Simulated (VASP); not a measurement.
Output of a VASP run:

**OUTCAR**
```
 ion  position               nearest neighbor table
   1  0.500  0.500  0.500-   3 1.92   4 1.92   3 1.92   4 1.92   5 1.95   6 1.95
   2  0.000  0.000  0.000-   5 1.92   6 1.92   5 1.92   6 1.92   3 1.95   4 1.95
   3  0.694  0.694  0.000-   1 1.92   1 1.92   2 1.95
   4  0.306  0.306  0.000-   1 1.92   1 1.92   2 1.95
   5  0.806  0.194  0.500-   2 1.92   2 1.92   1 1.95
   6  0.194  0.806  0.500-   2 1.92   2 1.92   1 1.95
  LATTYP: Found a simple tetragonal cell.
 ALAT       =     4.5121410000
 C/A-ratio  =     0.6519120302
 Subroutine PRICEL returns:
 Original cell was already a primitive cell.
 Subroutine GETGRP returns: Found 16 space group operations
The static configuration has the point symmetry D_2h.
 The point group associated with its full space group is D_4h.
The dynamic configuration has the point symmetry D_2h.
 Subroutine INISYM returns: Found 16 space group operations
 Subroutine IBZKPT returns following result:
 Found     30 irreducible k-points:

 Following reciprocal coordinates:
            Coordinates               Weight
  0.083333  0.083333  0.055556      8.000000
  0.250000  0.083333  0.055556     16.000000
  0.416667  0.083333  0.055556     16.000000
  0.250000  0.250000  0.055556      8.000000
  0.416667  0.250000  0.055556     16.000000
  0.416667  0.416667  0.055556      8.000000
  0.083333  0.083333  0.166667      8.000000
  0.250000  0.083333  0.166667     16.000000
  0.416667  0.083333  0.166667     16.000000
  0.250000  0.250000  0.166667      8.000000
  0.416667  0.250000  0.166667     16.000000
  0.416667  0.416667  0.166667      8.000000
  0.083333  0.083333  0.277778      8.000000
  0.250000  0.083333  0.277778     16.000000
  0.416667  0.083333  0.277778     16.000000
  0.250000  0.250000  0.277778      8.000000
  0.416667  0.250000  0.277778     16.000000
  0.416667  0.416667  0.277778      8.000000
  0.083333  0.083333  0.388889      8.000000
  0.250000  0.083333  0.388889     16.000000
  0.416667  0.083333  0.388889     16.000000
  0.250000  0.250000  0.388889      8.000000
  0.416667  0.250000  0.388889     16.000000
  0.416667  0.416667  0.388889      8.000000
  0.083333  0.083333  0.500000      4.000000
  0.250000  0.083333  0.500000      8.000000
  0.416667  0.083333  0.500000      8.000000
  0.250000  0.250000  0.500000      4.000000
  0.416667  0.250000  0.500000      8.000000
  0.416667  0.416667  0.500000      4.000000
   k-points           NKPTS =     30   k-points in BZ     NKDIM =     30   number of bands    NBANDS=     31
   number of dos      NEDOS =    301   number of ions     NIONS =      6
   total plane-waves  NPLWV =  18000
   dimension x,y,z NGX =    30 NGY =   30 NGZ =   20
   dimension x,y,z NGXF=    60 NGYF=   60 NGZF=   40
   ions per type =               2   4
   PREC   = accura    normal or accurate (medium, high low for compatibility)
   ISTART =      0    job   : 0-new  1-cont  2-samecut
   ICHARG =      2    charge: 1-file 2-atom 10-const
   ISPIN  =      1    spin polarized calculation?
   LNONCOLLINEAR =      F non collinear calculations
   LSORBIT =      F    spin-orbit coupling
   INIWAV =      1    electr: 0-lowe 1-rand  2-diag
   ENCUT  =  400.0 eV  29.40 Ry    5.42 a.u.   7.36  7.36  4.80*2*pi/ulx,y,z
   NELM   =    100;   NELMIN=  2; NELMDL= -5     # of ELM steps
   EDIFF  = 0.1E-05   stopping-criterion for ELM
   LREAL  =      F    real-space projection
   NLSPLINE    = F    spline interpolate recip. space projectors
   LMAXMIX     =    4 max onsite mixed and CHGCAR
   VOSKOWN=      0    Vosko Wilk Nusair interpolation
   EDIFFG = 0.1E-04   stopping-criterion for IOM
   NSW    =      0    number of steps for IOM
   NBLOCK =      1;   KBLOCK =      1    inner block; outer block
   IBRION =     -1    ionic relax: 0-MD 1-quasi-New 2-CG
   NFREE  =      0    steps in history (QN), initial steepest desc. (CG)
   ISIF   =      2    stress and relaxation
   ISYM   =      2    0-nonsym 1-usesym 2-fastsym
   TEIN   =    0.0    initial temperature
...
```

### OSZICAR
```
       N       E                     dE             d eps       ncg     rms          rms(c)
DAV:   1     0.508683473711E+03    0.50868E+03   -0.23071E+04  2459   0.380E+03
DAV:   2     0.400482452920E+02   -0.46864E+03   -0.45180E+03  2016   0.849E+02
DAV:   3    -0.374970406271E+02   -0.77545E+02   -0.76922E+02  2161   0.210E+02
DAV:   4    -0.413723256444E+02   -0.38753E+01   -0.38674E+01  2224   0.563E+01
DAV:   5    -0.414713556303E+02   -0.99030E-01   -0.99011E-01  2245   0.877E+00    0.141E+01
DAV:   6    -0.363752291842E+02    0.50961E+01   -0.18076E+01  2954   0.805E+01    0.469E+00
DAV:   7    -0.364393082495E+02   -0.64079E-01   -0.14941E+00  2231   0.733E+00    0.282E+00
DAV:   8    -0.364319730709E+02    0.73352E-02   -0.19509E-01  2622   0.533E+00    0.550E-01
DAV:   9    -0.364266280943E+02    0.53450E-02   -0.38702E-02  2978   0.296E+00    0.151E-01
DAV:  10    -0.364273787362E+02   -0.75064E-03   -0.31275E-03  2274   0.434E-01    0.675E-02
DAV:  11    -0.364274430677E+02   -0.64331E-04   -0.23546E-04  2572   0.246E-01    0.167E-02
DAV:  12    -0.364274463044E+02   -0.32367E-05   -0.17542E-05  2759   0.710E-02    0.371E-03
DAV:  13    -0.364274466682E+02   -0.36380E-06   -0.58052E-06  2266   0.181E-02
   1 F= -.36427447E+02 E0= -.36427447E+02  d E =-.183177E-55
```

### OUTCAR
```
------------------------ aborting loop because EDIFF is reached ----------------------------------------
  FORCE on cell =-STRESS in cart. coord.  units (eV):
  Direction    XX          YY          ZZ          XY          YZ          ZX
  --------------------------------------------------------------------------------------
  Total       -3.0111243     -3.0111243     -3.7379243     -0.0000000      0.0000000      0.0000000
  in kB      -80.5568155    -80.5568155   -100.0009453     -0.0000000      0.0000000      0.0000000
  external PRESSURE =     -87.0381921 kB  Pullay stress =       0.0000000 kB
  volume of cell :       59.89
      direct lattice vectors                 reciprocal lattice vectors
     4.512141000  0.000000000  0.000000000     0.221624280  0.000000000  0.000000000
     0.000000000  4.512141000  0.000000000     0.000000000  0.221624280  0.000000000
     0.000000000  0.000000000  2.941519000     0.000000000  0.000000000  0.339960408
 POSITION                                       TOTAL-FORCE (eV/Angst)
 -----------------------------------------------------------------------------------
      2.25607      2.25607      1.47076         0.000000      0.000000     -0.000000
      0.00000      0.00000      0.00000         0.000000      0.000000     -0.000000
      3.13246      3.13246      0.00000        -0.187178     -0.187178     -0.000000
      1.37968      1.37968      0.00000         0.187178      0.187178      0.000000
      3.63575      0.87639      1.47076         0.187178     -0.187178     -0.000000
      0.87639      3.63575      1.47076        -0.187178      0.187178     -0.000000
 -----------------------------------------------------------------------------------
    total drift:                               -0.000000      0.000000      0.000000
  FREE ENERGIE OF THE ION-ELECTRON SYSTEM (eV)
  ---------------------------------------------------
  free  energy   TOTEN  =       -36.4274466682 eV

  energy  without entropy=      -36.4274466682  energy(sigma->0) =      -36.42744667
```
(Selected blocks of OUTCAR.)

POSCAR:
```
GeO2
1
    4.5121410000     0.0000000000     0.0000000000
    0.0000000000     4.5121410000     0.0000000000
    0.0000000000     0.0000000000     2.9415190000
Ge O
2 4
Direct
  0.5000000000   0.5000000000   0.5000000000
  0.0000000000   0.0000000000   0.0000000000
  0.6942300000   0.6942300000   0.0000000000
  0.3057700000   0.3057700000   0.0000000000
  0.8057700000   0.1942300000   0.5000000000
  0.1942300000   0.8057700000   0.5000000000
```

Question: Write an INCAR and KPOINTS that could have produced this output.

Answer: Several could match; the one computed here: the input of the run itself, revPBE GGA, plane waves, VASP's PBE PAW potentials (set 64).

File KPOINTS:
```
K-points
0
Gamma
6 6 9
0.5 0.5 0.5
```

### INCAR
```
LMAXMIX  =  4   ! l cut-off of mixed one-centre charges
LWAVE  =  F
GGA  =  RE
EDIFF  =  1E-6   ! SCF stop (eV)
ISMEAR  =  0
SIGMA  =  0.01
LASPH  =  T   ! aspherical one-centre terms
ALGO  =  Normal   ! blocked Davidson
NELM  =  100
SYSTEM  =  GeO2
ENCUT  =  400   ! plane-wave cut-off (eV)
ISIF  =  2   ! forces and stress, cell fixed
PREC  =  Accurate
LREAL  =  F
LCHARG  =  F
```

POTCAR, in this order: Ge_d O (PBE.64 set). Program: vasp_std.

At this cut-off the stress carries a Pulay error, which pulls relaxed volumes low.

The structure comes from a computed database's GeO2 entry; how it stands against other phases isn't given here. The cell was not relaxed at this level.
